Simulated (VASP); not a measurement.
# C (Fd-3m) in VASP: dielectric tensor with r2SCAN

Aim: the dielectric tensor of C with r2SCAN.

Everything below comes from runs of VASP 6.6.1. Logs are shortened: lines on timing, memory, paths and dates and some standing lists are left out, and cuts for length are marked.

## (1) The structure

The structure is cubic, space group Fd-3m (No. 227). Conventional cell: a = 3.555 Å, b = 3.555 Å, c = 3.555 Å, α = 90.00°, β = 90.00°, γ = 90.00°. Around C (site symmetry -43m) lie 4 C at 1.54 Å.

This isn't the form of C at room conditions, which is graphite.

## (2) Dielectric tensor, r2SCAN

Contents of INCAR:

```
SYSTEM = C
  PREC = Accurate
  ENCUT = 520
  EDIFF = 1E-8
  ISMEAR = 0
  SIGMA = 0.02
  LREAL = .False.
  LASPH = .True.
  NELM = 60
  ALGO = Normal
  ISIF = 2
  LWAVE = .False.
  LCHARG = .False.
  METAGGA = R2SCAN
  LMIXTAU = .True.
  LCALCEPS = .True.
```

Contents of KPOINTS:

```
Automatic mesh
0
Gamma
  12 12 12
  0 0 0
```

Contents of POSCAR:

```
C
1.0
    0.0000000000      1.7774500000      1.7774500000
    1.7774500000      0.0000000000      1.7774500000
    1.7774500000      1.7774500000      0.0000000000
C
2
Direct
    0.5000000000      0.5000000000      0.5000000000
    0.7500000000      0.7500000000      0.7500000000
```

Potentials or basis: VASP PAW PBE potentials, release 64 (C).

Launch:

```sh
$ cat potpaw_PBE.64/C/POTCAR > POTCAR
$ mpirun -np 1 vasp_std > vasp.out
```

OUTCAR:

```text
SYSTEM = C
   PREC = Accurate
   ENCUT = 520
   EDIFF = 1E-8
   ISMEAR = 0
   LREAL = .False.
   LASPH = .True.
   NELM = 60
   ISIF = 2
   METAGGA = R2SCAN

 ion  position               nearest neighbor table
   1  0.500  0.500  0.500-   2 1.54   2 1.54   2 1.54   2 1.54
   2  0.750  0.750  0.750-   1 1.54   1 1.54   1 1.54   1 1.54

  LATTYP: Found a face centered cubic cell.
 ALAT       =     3.5549000000

  Lattice vectors:

 A1 = (   0.0000000000,   1.7774500000,   1.7774500000)
 A2 = (   1.7774500000,   0.0000000000,   1.7774500000)
 A3 = (   1.7774500000,   1.7774500000,   0.0000000000)

Analysis of symmetry for initial positions (statically):
=====================================================================
 Subroutine PRICEL returns:
 Original cell was already a primitive cell.

 Routine SETGRP: Setting up the symmetry group for a
 face centered cubic supercell.

 Subroutine GETGRP returns: Found 48 space group operations
 (whereof 24 operations were pure point group operations)
 out of a pool of 48 trial point group operations.

The static configuration has the point symmetry T_d .
 The point group associated with its full space group is O_h .

Analysis of symmetry for dynamics (positions and initial velocities):
=====================================================================
 Subroutine PRICEL returns:
 Original cell was already a primitive cell.

 Routine SETGRP: Setting up the symmetry group for a
 face centered cubic supercell.

 Subroutine GETGRP returns: Found 48 space group operations
 (whereof 24 operations were pure point group operations)
 out of a pool of 48 trial point group operations.

The dynamic configuration has the point symmetry T_d .
 The point group associated with its full space group is O_h .

 Subroutine INISYM returns: Found 48 space group operations
 (whereof 24 operations are pure point group operations),
 and found     1 'primitive' translations

----------------------------------------------------------------------------------------

                                     Primitive cell

  volume of cell :      11.2311

  direct lattice vectors                    reciprocal lattice vectors
     0.000000000  1.777450000  1.777450000    -0.281301865  0.281301865  0.281301865
     1.777450000  0.000000000  1.777450000     0.281301865 -0.281301865  0.281301865
     1.777450000  1.777450000  0.000000000     0.281301865  0.281301865 -0.281301865
[... 410 lines left out ...]

 E-fermi :   9.9961     XC(G=0): -14.3128

 val. band max:        9.8584116692   @ k =   0.0000   0.0000   0.0000
 cond. band min:   10000.0000000000   @ k =   0.0000   0.0000   0.0000
 fundamental gap:   9990.1415883308
 Fermi energy:         9.9960702965

 k-point     1 :       0.0000    0.0000    0.0000
  band No.  band energies     occupation
      1     -12.9757      2.00000
      2       9.8584      2.00000
      3       9.8584      2.00000
      4       9.8584      2.00000
      5   10000.0000      0.00000
      6   10000.0000      0.00000
      7   10000.0000      0.00000
      8   10000.0000      0.00000
[... 243 lines left out ...]
 k-point    24 :      -0.4167    0.1667    0.0000
  band No.  band energies     occupation
      1      -6.5222      2.00000
      2      -3.4350      2.00000
      3       3.9979      2.00000
      4       6.0154      2.00000
      5   10000.0000      0.00000
      6   10000.0000      0.00000
      7   10000.0000      0.00000
      8   10000.0000      0.00000

 [... further k-points ...]

------------------------ aborting loop because EDIFF is reached ----------------------------------------

            Ionic dipole moment: p[ion]=(   -10.66470   -10.66470   -10.66470 ) |e| Angst

 Total electronic dipole moment: p[elc]=(     0.00000     0.00000     0.00297 ) |e| Angst

 MACROSCOPIC STATIC DIELECTRIC TENSOR (including local field effects)
 ------------------------------------------------------
           5.790246     0.000000     0.000000
          -0.000000     5.790246     0.000000
           0.000000    -0.000000     5.790246
 ------------------------------------------------------

 PIEZOELECTRIC TENSOR (including local field effects) (e Angst)
          XX          YY          ZZ          XY          YZ          ZX
  --------------------------------------------------------------------------------
  x     0.00000    -0.00000    -0.00000     0.00000    -0.00000    -0.00000
  y     0.00000    -0.00000     0.00000    -0.00000     0.00000     0.00000
  z     0.00000     0.00000    -0.00000    -0.00000     0.00000     0.00000

 PIEZOELECTRIC TENSOR (including local field effects) (C/m^2)
          XX          YY          ZZ          XY          YZ          ZX
  --------------------------------------------------------------------------------
  x     0.00000    -0.00000    -0.00000     0.00000    -0.00000    -0.00000
  y     0.00000    -0.00000     0.00000    -0.00000     0.00000     0.00000
  z     0.00000     0.00000    -0.00000    -0.00000     0.00000     0.00000

 BORN EFFECTIVE CHARGES (including local field effects) (in |e|, cummulative output)
 ---------------------------------------------------------------------------------
 ion    1
    1     0.00000     0.00000     0.00000
    2     0.00000     0.00000     0.00000
    3    -0.00000    -0.00000     0.00000
 ion    2
    1    -0.00000     0.00000     0.00000
    2     0.00000    -0.00000     0.00000
    3    -0.00000    -0.00000    -0.00000

  FORCE on cell =-STRESS in cart. coord.  units (eV):
  Direction    XX          YY          ZZ          XY          YZ          ZX
  --------------------------------------------------------------------------------------
  -------------------------------------------------------------------------------------
  Total        0.2242270      0.2242270      0.2242270      0.0000000     -0.0000000      0.0000000
  in kB       31.9872108     31.9872108     31.9872108      0.0000000     -0.0000000      0.0000000
  external PRESSURE =      31.9872108 kB  Pullay stress =       0.0000000 kB

 VOLUME and BASIS-vectors are now :
 -----------------------------------------------------------------------------
  energy-cutoff  :      520.00
  volume of cell :       11.23
      direct lattice vectors                 reciprocal lattice vectors
     0.000000000  1.777450000  1.777450000    -0.281301865  0.281301865  0.281301865
     1.777450000  0.000000000  1.777450000     0.281301865 -0.281301865  0.281301865
     1.777450000  1.777450000  0.000000000     0.281301865  0.281301865 -0.281301865

 POSITION                                       TOTAL-FORCE (eV/Angst)
 -----------------------------------------------------------------------------------
      1.77745      1.77745      1.77745         0.000000     -0.000000     -0.000000
      2.66617      2.66617      2.66617        -0.000000      0.000000      0.000000
 -----------------------------------------------------------------------------------
    total drift:                                0.000000     -0.000000      0.000000

  FREE ENERGIE OF THE ION-ELECTRON SYSTEM (eV)
  ---------------------------------------------------
  free  energy   TOTEN  =       -19.6564370769 eV

  energy  without entropy=      -19.6564370769  energy(sigma->0) =      -19.65643708
```

OSZICAR:

```text
N       E                     dE             d eps       ncg     rms          rms(c)
DAV:   1    -0.427529642831E+01   -0.42753E+01   -0.51701E+03  1264   0.981E+02
DAV:   2    -0.218594398021E+02   -0.17584E+02   -0.16746E+02  1840   0.113E+02
DAV:   3    -0.219566092603E+02   -0.97169E-01   -0.97169E-01  1232   0.102E+01
DAV:   4    -0.219567183290E+02   -0.10907E-03   -0.10907E-03  1672   0.364E-01
[... 12 lines left out ...]
DMP:  10    -0.196564369984E+02   -0.68403E-07   -0.47306E-07  3808   0.504E-07   0.131E-06
DMP:  11    -0.196564370364E+02   -0.38017E-07   -0.25556E-07  3808   0.266E-07   0.718E-07
DMP:  12    -0.196564370572E+02   -0.20810E-07   -0.14712E-07  3808   0.159E-07   0.402E-07
DMP:  13    -0.196564370695E+02   -0.12271E-07   -0.88856E-08  3808   0.945E-08   0.246E-07
DMP:  14    -0.196564370769E+02   -0.74326E-08   -0.51284E-08  3808   0.507E-08   0.149E-07
   1 F= -.19656437E+02 E0= -.19656437E+02  d E =-.516824E-25
```

stdout:

```text
POSCAR found type information on POSCAR C
 POSCAR found :  1 types and       2 ions
 scaLAPACK will be used
 -----------------------------------------------------------------------------
[... 105 lines left out ...]
dp_tot=(  0.506E-07  0.304E-07  0.295E-02 )  diag[e(oo)]=(    ---      ---    5.75598 )
 p_tot=( -0.107E+02 -0.107E+02 -0.107E+02 )
dp_tot=(  0.523E-07  0.319E-07  0.297E-02 )  diag[e(oo)]=(    ---      ---    5.77866 )
 p_tot=( -0.107E+02 -0.107E+02 -0.107E+02 )
dp_tot=(  0.538E-07  0.332E-07  0.297E-02 )  diag[e(oo)]=(    ---      ---    5.78776 )
 final diagonalization full
 p_tot=( -0.107E+02 -0.107E+02 -0.107E+02 )
dp_tot=(  0.550E-07  0.343E-07  0.297E-02 )  diag[e(oo)]=(    ---      ---    5.79025 )
```

It took 29 min on 1 thread of Intel Xeon Platinum 8488C (Sapphire Rapids), shared host; peak memory 0.3 GiB.

What came out:

- Band gap on the k mesh: 4.37 eV, indirect (least direct gap 5.86 eV)
- Electronic dielectric tensor (diagonal): 5.79
- Born charges (mean of the diagonal): C +0.00 e

Levels at points of the mesh, in eV from the valence-band top:
| k point | band 1 | band 2 | band 3 | band 4 | band 5 | band 6 | band 7 | band 8 |
| --- | --- | --- | --- | --- | --- | --- | --- | --- |
| (0.00, 0.00, 0.00) | -22.83 | 0.00 | 0.00 | 0.00 | 5.86 | 5.86 | 5.86 | 14.06 |
| (0.50, 0.00, 0.00) | -16.83 | -14.16 | -3.00 | -3.00 | 8.92 | 8.92 | 9.27 | 16.79 |
| (0.50, 0.50, 0.00) | -13.66 | -13.66 | -6.72 | -6.72 | 5.02 | 5.02 | 18.03 | 18.03 |

Electronic dielectric tensor:
```
5.79 0.00 0.00
0.00 5.79 0.00
0.00 0.00 5.79
```

Born effective charge tensors (e):
atom 1, C
```
0.00 0.00 0.00
0.00 0.00 0.00
0.00 0.00 0.00
```
atom 2, C
```
0.00 0.00 0.00
0.00 0.00 0.00
0.00 0.00 0.00
```

Dipole moments of the cell (e·Å, modulo the quantum): ionic -10.665, -10.665, -10.665; electronic 0.000, 0.000, 0.003

Caveat: the PAW data sets were made with another functional, which shifts forces and pressure a little. r2SCAN opens gaps a little over a GGA but as a rule still falls short of measured ones.
